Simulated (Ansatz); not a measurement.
**C: rattled cells and further scans**

The task, for C: see what random moves of the atoms cost and measure how stiffly atom 5 (C) is held.

Program: Ansatz 0.2.0. Level of theory: DFT LDA, scalar-relativistic, plane waves, PAW. These are calculated values, not measurements.

2 further runs of the same task are left out: 2 set aside as unsound or not needed. Runs told in other sessions of the task aren't counted.

## Step 1: The starting structure

Symmetry: P6/mmm, No. 191, hexagonal system. Conventional cell: a = 4.775 Å, b = 4.775 Å, c = 4.132 Å, α = 90.00°, β = 90.00°, γ = 120.00°. C (site symmetry 3m) has 4 C at 1.52 Å in its first shell of neighbours. C (site symmetry 2mm) is surrounded by 3 C at 1.33 to 1.52 Å.

As a file:

```
CELL_PARAMETERS angstrom
4.77496 0.00000 0.00000
-2.38748 4.13523 0.00000
0.00000 0.00000 4.13198
ATOMIC_POSITIONS crystal
C 0.66667 0.33333 0.18346
C 0.33333 0.66667 0.18346
C 0.66667 0.33333 0.81654
C 0.33333 0.66667 0.81654
C 0.50000 0.50000 0.33953
C 0.00000 0.50000 0.33953
C 0.50000 0.00000 0.33953
C 0.50000 0.50000 0.66047
C 0.50000 0.00000 0.66047
C 0.00000 0.50000 0.66047
```

It is the result of an earlier relaxation at this level (volume 8.16 Å³/atom; gap on the mesh: none (metal)).

## Step 2: Zero of energy

Reference values: F = -2424.6136 eV; pressure -0.01 GPa; largest force 0.009 eV/Å; gap on the mesh none (metal). It was computed beforehand with the settings of the runs below.

## Step 3: The scan: rattled cells

All atoms are moved at random with no net shift, in some cells together with a random strain.

## Step 4: At rms move = 0.502 Å

input.yaml

```yaml
crystal:
  lattice:
    - [4.8329375078, -0.0335013184, 0.0273069489]
    - [-2.4454817467, 4.1911499881, -0.0286275099]
    - [0.0236299298, -0.0149622697, 4.18134092]
  atoms:
    - { symbol: C, position: [0.8093252998, 0.4512338276, 0.1508355457] }
    - { symbol: C, position: [0.2624210591, 0.6132421937, 0.2928162085] }
    - { symbol: C, position: [0.6148848439, 0.2400261279, 0.854971708] }
    - { symbol: C, position: [0.2935342853, 0.4976252097, 0.856395765] }
    - { symbol: C, position: [0.5100089142, 0.6079248386, 0.2939531551] }
    - { symbol: C, position: [-0.0058702754, 0.5551156334, 0.3591888523] }
    - { symbol: C, position: [0.5297154028, 0.0138451277, 0.2985932239] }
    - { symbol: C, position: [0.4854970999, 0.4205726792, 0.5714579215] }
    - { symbol: C, position: [0.4142544197, 0.0293467098, 0.6380544677] }
    - { symbol: C, position: [0.0862289505, 0.5710676524, 0.6837331522] }
basis:
  ecutwfc: 420
kpoints:
  mp_grid: { grid: [12, 12, 10] }
hamiltonian:
  xc: lda
scf:
  occupations: { method: gaussian, width: 0.15 }
output:
  forces: true
  stress: true
  eigenvalues: true
```

Started as:

```console
> ansatz run input.yaml --threads 2 --pin off --max-ram 5120MiB --backend cpu --events-out ev --progress --plain --runs-dir out
```

Log, cut to the lines that bear on the results:

```text
Warning: RAYON_NUM_THREADS=2 ignored (pool sized by the plan → 2); use --threads N
[...]
Pseudopotentials: kind: paw
Pseudopotential: C, paw, valence charge 4, recommended cutoff 420 eV (normal), C.paw.azcp
Functional definition: SPW92
[...]
Crystal: 10 atoms, lattice volume = 84.349 Å³
Basis set: ecut = 420 eV, 1643 PW (Γ)
Bands: 30, of which v1, the nominal top of the filled ones, is band 20 counted from 1 (19 counted from 0)
Symmetry: 1 space group operations
Space group: P1 (ITA 1), of the structure as read, at distance tolerance 4.4e-5 Å
k-points: 724 of 1440 (time reversal used)
[...]
SCF iter   1: F=—  HF=-2401.907524 eV  |F-HF|=—  |Δ(HF+E_count)|=         —  Δρ=2.05e-2  dr2=3.65e-1  ethr=1.77e-3  ⟨swp⟩=6.0  Hψ=102186  notcnv=0  defer=17
[...]
SCF iter   7: F=-2401.816503 eV  HF=-2401.816503 eV  |F-HF|=1.67e-8  |Δ(HF+E_count)|=   1.07e-7  Δρ=6.18e-6  dr2=3.16e-8  ethr=2.50e-10  ⟨swp⟩=10.5  Hψ=103142  notcnv=0
[...]
SCF converged after 7 iterations
Free energy (F): -2401.816503 eV
[...]
E sigma→0 (E₀):  -2401.801265 eV
Entropy (-TS):   -0.030476 eV (-3.048 meV/atom)
Fermi energy:    7.527247 eV
[...]
--- Forces (eV/Å), atoms counted from 1 ---
  atom   1  C    -13.66871977    -9.35495821   -14.08299162
  atom   2  C      0.94823918     5.59404594    -7.44389280
  atom   3  C      1.46138310     4.89426192     3.58200568
  atom   4  C     -0.77332862    -0.69415097    -5.84186558
  atom   5  C     12.77913238    -1.11956858     2.40588572
  atom   6  C     -0.20115590     1.63065559    11.85200027
  atom   7  C     -0.19877566    -3.08268336     2.10339849
  atom   8  C     -1.85609931    -1.15424593     6.93461382
[...]
--- Stress (GPa, compression-positive) ---
       77.387162      20.170222       1.278617
       20.170222      -2.248401       6.126914
        1.278618       6.126914       6.025786
  P = ⅓ Tr σ = 27.0548 GPa (270.548 kbar)
--- Band table (eV; the first three rows and the last of 724) ---
[...]
```

Run time: 74 s. Hardware: 2 threads of Arm Neoverse V2, shared host; peak memory 1.5 GiB.

## Step 5: At rms move = 0.052 Å

input.yaml

```yaml
crystal:
  lattice:
    - [4.7954224586, 0.153332565, 0.0227146592]
    - [-2.2649213328, 4.026888429, 0.0896557207]
    - [0.0196560152, 0.10093368, 4.0425481618]
  atoms:
    - { symbol: C, position: [0.6524393425, 0.335314989, 0.1714908755] }
    - { symbol: C, position: [0.3339080194, 0.6657905179, 0.1793261119] }
    - { symbol: C, position: [0.6655389626, 0.3360357366, 0.8191165698] }
    - { symbol: C, position: [0.3496551721, 0.6748425383, 0.8322508056] }
    - { symbol: C, position: [0.5028579916, 0.4932675132, 0.3381908437] }
    - { symbol: C, position: [0.0051329706, 0.5053239183, 0.3357490365] }
    - { symbol: C, position: [0.4983675059, 0.0044949149, 0.3451263145] }
    - { symbol: C, position: [0.4981470224, 0.5038257076, 0.6566162142] }
    - { symbol: C, position: [0.4920117894, -0.0134281009, 0.6555498897] }
    - { symbol: C, position: [0.0019412234, 0.4945322652, 0.6665833387] }
basis:
  ecutwfc: 420
kpoints:
  mp_grid: { grid: [12, 12, 10] }
hamiltonian:
  xc: lda
scf:
  occupations: { method: gaussian, width: 0.15 }
output:
  forces: true
  stress: true
  eigenvalues: true
```

Started as:

```console
> ansatz run input.yaml --threads 2 --pin off --max-ram 5120MiB --backend cpu --events-out ev --progress --plain --runs-dir out
```

Log, cut to the lines that bear on the results:

```text
Warning: RAYON_NUM_THREADS=2 ignored (pool sized by the plan → 2); use --threads N
[...]
[... 3 set-up lines as earlier in the session ...]
[...]
Crystal: 10 atoms, lattice volume = 79.418 Å³
Basis set: ecut = 420 eV, 1551 PW (Γ)
Bands: 30, of which v1, the nominal top of the filled ones, is band 20 counted from 1 (19 counted from 0)
[... 1 set-up line as earlier in the session ...]
Space group: P1 (ITA 1), of the structure as read, at distance tolerance 4.3e-5 Å
k-points: 724 of 1440 (time reversal used)
[...]
SCF iter   1: F=—  HF=-2423.260815 eV  |F-HF|=—  |Δ(HF+E_count)|=         —  Δρ=2.10e-2  dr2=3.76e-1  ethr=1.77e-3  ⟨swp⟩=6.1  Hψ=104939  notcnv=0  defer=325
[...]
SCF iter  10: F=-2423.143056 eV  HF=-2423.143056 eV  |F-HF|=1.21e-8  |Δ(HF+E_count)|=   8.46e-9  Δρ=5.17e-6  dr2=3.24e-8  ethr=2.50e-10  ⟨swp⟩=4.1  Hψ=67171  notcnv=0
[...]
SCF converged after 10 iterations
Free energy (F): -2423.143056 eV
[...]
E sigma→0 (E₀):  -2423.138345 eV
Entropy (-TS):   -0.009422 eV (-0.942 meV/atom)
Fermi energy:    8.442380 eV
[...]
--- Forces (eV/Å), atoms counted from 1 ---
  atom   1  C      3.52855662    -0.26754632     2.93130161
  atom   2  C     -0.02980385     0.73329765     3.16848542
  atom   3  C      0.44647562    -0.83461411    -2.45631281
  atom   4  C     -2.26600506    -2.25538481    -4.23202007
  atom   5  C     -2.86822667     1.93412612    -1.20084027
  atom   6  C     -0.38259029    -0.62029152     0.62008349
  atom   7  C      0.14852275    -1.17653228    -4.80219671
  atom   8  C      1.87668271    -0.94727441     2.22154203
[...]
--- Stress (GPa, compression-positive) ---
        1.426305     -15.774871      -3.685778
      -15.774871       6.108979     -13.787409
       -3.685778     -13.787409      38.229522
  P = ⅓ Tr σ = 15.2549 GPa (152.549 kbar)
--- Band table (eV; the first three rows and the last of 724) ---
[...]
```

It took 85 s on 2 threads of Arm Neoverse V2, shared host; peak memory 1.4 GiB.

## Step 6: At rms move = 0.270 Å

input.yaml

```yaml
crystal:
  lattice:
    - [4.9369591299, 0.1074481679, 0.0138898703]
    - [-2.3754267219, 4.0280361974, -0.0197215174]
    - [0.0120195288, -0.0127665432, 4.0463241075]
  atoms:
    - { symbol: C, position: [0.7169509269, 0.3591244854, 0.1691286425] }
    - { symbol: C, position: [0.2810818253, 0.6311115408, 0.1867181045] }
    - { symbol: C, position: [0.6967033568, 0.386571999, 0.7796356593] }
    - { symbol: C, position: [0.3584685326, 0.6350105129, 0.9003564521] }
    - { symbol: C, position: [0.5034204639, 0.5096077822, 0.3248280684] }
    - { symbol: C, position: [-0.0192303216, 0.4843017466, 0.280985101] }
    - { symbol: C, position: [0.5316025698, 0.0447680009, 0.3618984395] }
    - { symbol: C, position: [0.4436335684, 0.4175438718, 0.6246712268] }
    - { symbol: C, position: [0.5075795731, 0.0093089962, 0.6394127864] }
    - { symbol: C, position: [-0.0202104952, 0.5226510643, 0.7323655195] }
basis:
  ecutwfc: 420
kpoints:
  mp_grid: { grid: [12, 12, 10] }
hamiltonian:
  xc: lda
scf:
  occupations: { method: gaussian, width: 0.15 }
output:
  forces: true
  stress: true
  eigenvalues: true
```

Started as:

```console
> ansatz run input.yaml --threads 2 --pin off --max-ram 5120MiB --backend cpu --events-out ev --progress --plain --runs-dir out
```

Log, cut to the lines that bear on the results:

```text
Warning: RAYON_NUM_THREADS=2 ignored (pool sized by the plan → 2); use --threads N
[...]
[... 3 set-up lines as earlier in the session ...]
[...]
Crystal: 10 atoms, lattice volume = 81.497 Å³
Basis set: ecut = 420 eV, 1597 PW (Γ)
Bands: 30, of which v1, the nominal top of the filled ones, is band 20 counted from 1 (19 counted from 0)
[... 2 set-up lines as earlier in the session ...]
k-points: 724 of 1440 (time reversal used)
[...]
SCF iter   1: F=—  HF=-2408.876683 eV  |F-HF|=—  |Δ(HF+E_count)|=         —  Δρ=2.24e-2  dr2=3.70e-1  ethr=1.77e-3  ⟨swp⟩=6.1  Hψ=104785  notcnv=0  defer=167
[...]
SCF iter   8: F=-2408.778980 eV  HF=-2408.778980 eV  |F-HF|=2.27e-8  |Δ(HF+E_count)|=   4.28e-8  Δρ=7.23e-6  dr2=4.20e-8  ethr=2.50e-10  ⟨swp⟩=10.5  Hψ=101735  notcnv=0
[...]
SCF converged after 8 iterations
Free energy (F): -2408.778980 eV
[...]
E sigma→0 (E₀):  -2408.771035 eV
Entropy (-TS):   -0.015889 eV (-1.589 meV/atom)
Fermi energy:    7.673631 eV
[...]
--- Forces (eV/Å), atoms counted from 1 ---
  atom   1  C    -12.94649591    -5.18576533    -3.93332165
  atom   2  C      2.67440071     2.25583388    11.70531355
  atom   3  C     -6.07504395    -7.93828823     6.72164896
  atom   4  C     -1.82137635     0.35687474   -21.94120298
  atom   5  C     -1.63750944    -0.51171581    -1.13576715
  atom   6  C      8.47224715     6.30126736    11.52308442
  atom   7  C      0.89056014    -2.78766109   -16.94137566
  atom   8  C     -1.65290025     5.05537742     7.33058547
[...]
--- Stress (GPa, compression-positive) ---
       37.447331      13.241407      -8.327626
       13.241409      11.990739      -6.521860
       -8.327629      -6.521858      84.014316
  P = ⅓ Tr σ = 44.4841 GPa (444.841 kbar)
--- Band table (eV; the first three rows and the last of 724) ---
[...]
```

It took 75 s on 2 threads of Arm Neoverse V2, shared host; peak memory 1.4 GiB.

## Step 7: All points together

All points in order; energies are free energies above the reference cell:

```tsv
rms move (Å)	ΔE (meV/atom)	largest force (eV/Å)	shortest distance (Å)	pressure (GPa)
0.000	0.0	0.01	1.33	0.0
0.052	147.1	5.45	1.25	15.3
0.270	1583.5	22.02	1.13	44.5
0.502	2279.7	21.74	1.17	27.1
```

## Step 8: Next: a one-atom displacement scan

Atom 5 (C) is moved by x along the Cartesian unit vector (0.707, -0.707, 0.000); the cell and all other atoms stay fixed. Forces below are components along that vector, summed over the moved atoms. In a periodic cell its images move with it.

## Step 9: Point x = -0.100 Å

input.yaml

```yaml
crystal:
  lattice:
    - [4.7749561444, 0.0, 0.0]
    - [-2.3874780722, 4.135233323, 0.0]
    - [0.0, 0.0, 4.1319840921]
  atoms:
    - { symbol: C, position: [0.6666666667, 0.3333333333, 0.1834601087] }
    - { symbol: C, position: [0.3333333333, 0.6666666667, 0.1834601087] }
    - { symbol: C, position: [0.6666666667, 0.3333333333, 0.8165398913] }
    - { symbol: C, position: [0.3333333333, 0.6666666667, 0.8165398913] }
    - { symbol: C, position: [0.493741126, 0.5170995619, 0.3395339677] }
    - { symbol: C, position: [0.0, 0.5, 0.3395339677] }
    - { symbol: C, position: [0.5, 0.0, 0.3395339677] }
    - { symbol: C, position: [0.5, 0.5, 0.6604660323] }
    - { symbol: C, position: [0.5, 0.0, 0.6604660323] }
    - { symbol: C, position: [0.0, 0.5, 0.6604660323] }
basis:
  ecutwfc: 420
kpoints:
  mp_grid: { grid: [12, 12, 10] }
hamiltonian:
  xc: lda
scf:
  occupations: { method: gaussian, width: 0.15 }
output:
  forces: true
  stress: true
  eigenvalues: true
```

Started as:

```console
> ansatz run input.yaml --threads 2 --pin off --max-ram 5120MiB --backend cpu --events-out ev --progress --plain --runs-dir out
```

Log, cut to the lines that bear on the results:

```text
Warning: RAYON_NUM_THREADS=2 ignored (pool sized by the plan → 2); use --threads N
[...]
[... 3 set-up lines as earlier in the session ...]
[...]
Crystal: 10 atoms, lattice volume = 81.588 Å³
Basis set: ecut = 420 eV, 1579 PW (Γ)
Bands: 30, of which v1, the nominal top of the filled ones, is band 20 counted from 1 (19 counted from 0)
[... 2 set-up lines as earlier in the session ...]
k-points: 724 of 1440 (time reversal used)
[...]
SCF iter   1: F=—  HF=-2424.498325 eV  |F-HF|=—  |Δ(HF+E_count)|=         —  Δρ=1.93e-2  dr2=3.49e-1  ethr=1.77e-3  ⟨swp⟩=6.0  Hψ=104042  notcnv=0  defer=310
[...]
SCF iter  10: F=-2424.388584 eV  HF=-2424.388584 eV  |F-HF|=1.65e-8  |Δ(HF+E_count)|=   9.36e-9  Δρ=5.08e-6  dr2=3.37e-8  ethr=2.50e-10  ⟨swp⟩=10.5  Hψ=92125  notcnv=0
[...]
SCF converged after 10 iterations
Free energy (F): -2424.388584 eV
[...]
E sigma→0 (E₀):  -2424.383415 eV
Entropy (-TS):   -0.010339 eV (-1.034 meV/atom)
Fermi energy:    8.227096 eV
[...]
--- Forces (eV/Å), atoms counted from 1 ---
  atom   1  C     -0.68823075     0.53792993     0.13635279
  atom   2  C     -1.46931362     0.92474225    -0.56499121
  atom   3  C      0.03022612    -0.03183159    -0.20038191
  atom   4  C      0.03866200    -0.01784269     0.20555262
  atom   5  C      3.79576637    -2.62251352     0.54646126
  atom   6  C     -0.55039766    -0.08724988    -0.02649683
  atom   7  C     -0.40242370     0.68088980    -0.02144831
  atom   8  C     -0.64854600     0.58804341    -0.14670113
[...]
--- Stress (GPa, compression-positive) ---
        1.381414      -0.651742      -0.095069
       -0.651742       0.371476       0.117625
       -0.095069       0.117625       0.265551
  P = ⅓ Tr σ = 0.6728 GPa (6.728 kbar)
--- Band table (eV; the first three rows and the last of 724) ---
[...]
```

Run time: 73 s. Hardware: 2 threads of Arm Neoverse V2, shared host; peak memory 1.4 GiB.

## Step 10: At x = 0.080 Å

input.yaml, as its differences from that of step 9:

```diff
@@ -10,3 +10,3 @@
     - { symbol: C, position: [0.3333333333, 0.6666666667, 0.8165398913] }
-    - { symbol: C, position: [0.493741126, 0.5170995619, 0.3395339677] }
+    - { symbol: C, position: [0.5050070992, 0.4863203505, 0.3395339677] }
     - { symbol: C, position: [0.0, 0.5, 0.3395339677] }
```

Started as:

```console
> ansatz run input.yaml --threads 2 --pin off --max-ram 5120MiB --backend cpu --events-out ev --progress --plain --runs-dir out
```

Log, cut to the lines that bear on the results:

```text
Warning: RAYON_NUM_THREADS=2 ignored (pool sized by the plan → 2); use --threads N
[...]
[... 3 set-up lines as earlier in the session ...]
[...]
Crystal: 10 atoms, lattice volume = 81.588 Å³
Basis set: ecut = 420 eV, 1579 PW (Γ)
Bands: 30, of which v1, the nominal top of the filled ones, is band 20 counted from 1 (19 counted from 0)
[... 2 set-up lines as earlier in the session ...]
k-points: 724 of 1440 (time reversal used)
[...]
SCF iter   1: F=—  HF=-2424.580528 eV  |F-HF|=—  |Δ(HF+E_count)|=         —  Δρ=1.93e-2  dr2=3.51e-1  ethr=1.77e-3  ⟨swp⟩=6.0  Hψ=103950  notcnv=0  defer=297
[...]
SCF iter  10: F=-2424.470028 eV  HF=-2424.470028 eV  |F-HF|=9.52e-9  |Δ(HF+E_count)|=   1.72e-8  Δρ=5.37e-6  dr2=3.44e-8  ethr=2.50e-10  ⟨swp⟩=4.2  Hψ=67154  notcnv=0
[...]
SCF converged after 10 iterations
Free energy (F): -2424.470028 eV
[...]
E sigma→0 (E₀):  -2424.464883 eV
Entropy (-TS):   -0.010290 eV (-1.029 meV/atom)
Fermi energy:    8.225934 eV
[...]
--- Forces (eV/Å), atoms counted from 1 ---
  atom   1  C      1.10110282    -0.70611886    -0.40577655
  atom   2  C      0.60238948    -0.45841763     0.13380345
  atom   3  C     -0.03029766     0.01554599     0.16489999
  atom   4  C     -0.02484182     0.02449496    -0.16195043
  atom   5  C     -3.01250118     2.09098010     0.34532390
  atom   6  C      0.43947729     0.06919853    -0.02035643
  atom   7  C      0.32253514    -0.54408952    -0.01710155
  atom   8  C      0.51774531    -0.46955901    -0.09130675
[...]
--- Stress (GPa, compression-positive) ---
        0.880012      -0.418632       0.107327
       -0.418632       0.235083      -0.101218
        0.107327      -0.101218       0.164833
  P = ⅓ Tr σ = 0.4266 GPa (4.266 kbar)
--- Band table (eV; the first three rows and the last of 724) ---
[...]
```

It took 79 s on 2 threads of Arm Neoverse V2, shared host; peak memory 1.4 GiB.

## Step 11: At x = -0.060 Å

input.yaml, as its differences from that of step 10:

```diff
@@ -10,3 +10,3 @@
     - { symbol: C, position: [0.3333333333, 0.6666666667, 0.8165398913] }
-    - { symbol: C, position: [0.5050070992, 0.4863203505, 0.3395339677] }
+    - { symbol: C, position: [0.4962446756, 0.5102597371, 0.3395339677] }
     - { symbol: C, position: [0.0, 0.5, 0.3395339677] }
```

Started as:

```console
> ansatz run input.yaml --threads 2 --pin off --max-ram 5120MiB --backend cpu --events-out ev --progress --plain --runs-dir out
```

Log, cut to the lines that bear on the results:

```text
Warning: RAYON_NUM_THREADS=2 ignored (pool sized by the plan → 2); use --threads N
[...]
[... 3 set-up lines as earlier in the session ...]
[...]
Crystal: 10 atoms, lattice volume = 81.588 Å³
Basis set: ecut = 420 eV, 1579 PW (Γ)
Bands: 30, of which v1, the nominal top of the filled ones, is band 20 counted from 1 (19 counted from 0)
[... 2 set-up lines as earlier in the session ...]
k-points: 724 of 1440 (time reversal used)
[...]
SCF iter   1: F=—  HF=-2424.644176 eV  |F-HF|=—  |Δ(HF+E_count)|=         —  Δρ=1.93e-2  dr2=3.53e-1  ethr=1.77e-3  ⟨swp⟩=6.0  Hψ=104036  notcnv=0  defer=266
[...]
SCF iter   9: F=-2424.533030 eV  HF=-2424.533030 eV  |F-HF|=2.06e-8  |Δ(HF+E_count)|=   5.05e-8  Δρ=7.78e-6  dr2=9.98e-8  ethr=2.50e-10  ⟨swp⟩=11.4  Hψ=107106  notcnv=0
[...]
SCF converged after 9 iterations
Free energy (F): -2424.533030 eV
[...]
E sigma→0 (E₀):  -2424.527904 eV
Entropy (-TS):   -0.010253 eV (-1.025 meV/atom)
Fermi energy:    8.224991 eV
[...]
--- Forces (eV/Å), atoms counted from 1 ---
  atom   1  C     -0.49236191     0.36536085     0.12036738
  atom   2  C     -0.77211084     0.50473908    -0.27186246
  atom   3  C      0.01927093    -0.01762858    -0.12269967
  atom   4  C      0.02209947    -0.01257946     0.12362467
  atom   5  C      2.24533667    -1.56408906     0.18956801
  atom   6  C     -0.32914054    -0.05155716    -0.01532561
  atom   7  C     -0.24224830     0.40771732    -0.01364856
  atom   8  C     -0.38767797     0.35165812    -0.04777989
[...]
--- Stress (GPa, compression-positive) ---
        0.489765      -0.236144      -0.098674
       -0.236144       0.127617       0.080060
       -0.098674       0.080060       0.089204
  P = ⅓ Tr σ = 0.2355 GPa (2.355 kbar)
--- Band table (eV; the first three rows and the last of 724) ---
[...]
```

Wall time 70 s (2 threads of Arm Neoverse V2, shared host); peak memory 1.4 GiB.

## Step 12: Results of the scan

Collected from the runs (energy zero: the undisturbed cell):

```tsv
x (Å)	ΔE (meV/cell)	force on the moved atoms (eV/Å)	pressure (GPa)
-0.100	225.0	4.538	0.7
-0.060	80.6	2.694	0.2
0.000	0.0	0.000	0.0
0.080	143.6	-3.609	0.4
```

## Step 13: Outcome

```
                                                                                     quantity                                      value
                                                               costliest cell (rattled cells)  2279.7 meV/atom at an rms move of 0.502 Å
force constant along x, from the points at -0.060, 0 and 0.080 Å (one-atom displacement scan)                                44.99 eV/Å²
```

**Reading.** Rattled cells: the cost runs from 147.1 to 2279.7 meV/atom. Energy over the square of the rms move lies between 9.0 and 54.4 eV/Å² per atom; a harmonic solid under isotropic random moves would keep it roughly constant, while strain and close contacts change it. One-atom displacement scan: the restoring force grows by 44.99 eV/Å per Å near the site; for the mass of C against a rigid frame that is a vibration of about 1009 cm⁻¹. No sampled point lies below the undisturbed cell. Where forces pass 15 eV/Å atoms stand far too close, the PAW spheres overlap strongly and those numbers are rough.
